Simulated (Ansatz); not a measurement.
A 6-atom cell of S (R-3) from a materials database at its r2SCAN+rVV10 geometry, in Ansatz. The base run uses HSE06 on a modest mesh; each further run changes one setting, sensibly or not. Doubtful ones may also carry a cap on iterations. All numbers are computed, and spin polarisation is off unless an edit sets a moment.

Base input:
```yaml
crystal:
  lattice:
    - [5.3612126841, 3.0952975863, 1.3949463274]
    - [-5.3612126841, 3.0952975863, 1.3949463274]
    - [0.0, -6.1905951727, 1.3949463273]
  atoms:
    - { symbol: S, position: [0.2551978009, 0.1485570038, 0.9142443505] }
    - { symbol: S, position: [0.9142443505, 0.2551978009, 0.1485570038] }
    - { symbol: S, position: [0.1485570038, 0.9142443505, 0.2551978009] }
    - { symbol: S, position: [0.7448021991, 0.8514429962, 0.0857556495] }
    - { symbol: S, position: [0.0857556495, 0.7448021991, 0.8514429962] }
    - { symbol: S, position: [0.8514429962, 0.0857556495, 0.7448021991] }
kpoints:
  mp_grid: { grid: [4, 4, 4] }
hamiltonian:
  xc: hse06
scf:
  occupations: { method: fixed }
  n_extra_bands: 5
output:
  forces: true
  stress: true
  eigenvalues: true
```

Base results:
```
Basis set: ecut = 420 eV, 2717 PW (Γ)
Symmetry: 6 space group operations
Space group: R-3 (ITA 148)
k-points: 14 of 64
Exchange kernel: α = 0.2500, screened, ω = 0.2079 Å⁻¹, Wigner–Seitz truncation, v(0) = 1043.9961 eV·Å³, q-mesh 4×4×4
hybrid SCF converged: 2 outer / 13 inner (+4 warm-up)
Free energy (F): -5414.606391 eV
Fermi energy:    3.522634 eV
--- Forces (eV/Å), atoms counted from 1 ---
  atom   1  S     -0.09379    -0.28273    -0.19247
  atom   2  S       0.29174      0.06014    -0.19247
  atom   3  S     -0.19796      0.22258    -0.19247
  atom   4  S       0.09379      0.28273      0.19247
  atom   5  S     -0.29174    -0.06014      0.19247
  atom   6  S       0.19796    -0.22258      0.19247
--- Stress (GPa, compression-positive) ---
       -0.267029       0.000000       0.000000
        0.000000      -0.267029       0.000000
        0.000000       0.000000       1.251553
  P = ⅓ Tr σ = 0.2392 GPa (2.392 kbar)
--- Band table (eV; the first three rows and the last of 14) ---
  k-point 0: bands = […, 0.3627, 2.1403, 2.3883, 2.3883, 2.4954, 2.4954, 6.7881, 6.7881, 7.9613, 7.9613, …]
  k-point 1: bands = […, 0.1951, 1.8704, 2.2381, 2.5980, 2.6929, 2.9452, 6.8288, 6.9188, 7.6186, 8.3605, …]
  k-point 2: bands = […, -0.1081, 1.7066, 1.9922, 2.2718, 2.6607, 3.3051, 6.9146, 7.3030, 7.5482, 8.4463, …]
  k-point 13: bands = […, -0.4930, 1.6181, 1.6181, 2.0725, 2.0725, 3.5226, 6.5757, 6.5757, 7.2856, 8.6786, …]
```
The gap over this mesh is 2.984 eV.

Command: `ansatz run input.yaml --threads 4 --pin off --max-ram 4608MiB --backend cpu --events-out ev --progress --plain --runs-dir out`. It took 120 s on 4 threads of Intel(R) Xeon(R) Processor @ 2.50GHz (Skylake/Cascade Lake) (shared host); peak host memory 1.7 GiB.

Question: Predict the outcome of this edit.
```yaml
hamiltonian:
  xc: { exchange: pbe, correlation: pbe, exx: { coeff: -0.2, omega: 0.5 } }
```

Answer: The input is refused before any iteration.
```
Error: invalid value for `hamiltonian.xc.exx.coeff`: must be finite and in (0, 1]; got -0.2
```

Question: Predict the outcome of this edit.
```yaml
hamiltonian:
  xc: { exchange: pbe, correlation: pbe, exx: { coeff: 0.3 } }
```

Answer: That is 30 % exact exchange, at all ranges, against HSE06's 25 % screened at 0.208 1/Å. The mean stress moves by -0.6 GPa and the gap on the mesh by +1.118 eV (to 4.102). Totals of different functionals aren't comparable.
```
hybrid SCF converged: 2 outer / 12 inner (+4 warm-up)
Free energy (F): -5416.616041 eV
Fermi energy:    2.919173 eV
--- Forces (eV/Å), atoms counted from 1 ---
  atom   1  S     -0.13030    -0.38325    -0.26648
  atom   2  S       0.39705      0.07878    -0.26648
  atom   3  S     -0.26675      0.30446    -0.26648
  atom   4  S       0.13030      0.38325      0.26648
  atom   5  S     -0.39705    -0.07878      0.26648
  atom   6  S       0.26675    -0.30446      0.26648
--- Stress (GPa, compression-positive) ---
       -0.987799       0.000000       0.000000
        0.000000      -0.987799       0.000000
        0.000000       0.000000       0.875477
  P = ⅓ Tr σ = -0.3667 GPa (-3.667 kbar)
```

Question: These lines are set or replaced. What follows?
```yaml
kpoints:
  mp_grid: { grid: [3, 3, 3] }
```

Answer: The free energy moves by -0.5 meV an atom, the mean stress by 0.0 GPa and the gap on the mesh by +0.305 eV (to 3.289). The gap changes mostly because other points are sampled; a mesh that misses a band edge overestimates it. The mesh is too coarse.
```
k-points: 6 of 27
Exchange kernel: α = 0.2500, screened, ω = 0.2079 Å⁻¹, Wigner–Seitz truncation, v(0) = 1025.3523 eV·Å³, q-mesh 3×3×3
hybrid SCF converged: 2 outer / 13 inner (+3 warm-up)
Free energy (F): -5414.609450 eV
Fermi energy:    3.258873 eV
--- Forces (eV/Å), atoms counted from 1 ---
  atom   1  S     -0.09348    -0.27800    -0.19323
  atom   2  S       0.28749      0.05804    -0.19323
  atom   3  S     -0.19401      0.21995    -0.19323
  atom   4  S       0.09348      0.27800      0.19323
  atom   5  S     -0.28749    -0.05804      0.19323
  atom   6  S       0.19401    -0.21995      0.19323
--- Stress (GPa, compression-positive) ---
       -0.259723       0.000000       0.000000
        0.000000      -0.259723       0.000000
        0.000000       0.000000       1.199083
  P = ⅓ Tr σ = 0.2265 GPa (2.265 kbar)
```

The stress of a hybrid is loosely converged in these runs.

The meshes of the hybrids are coarse, so their gaps aren't converged to the digits shown.
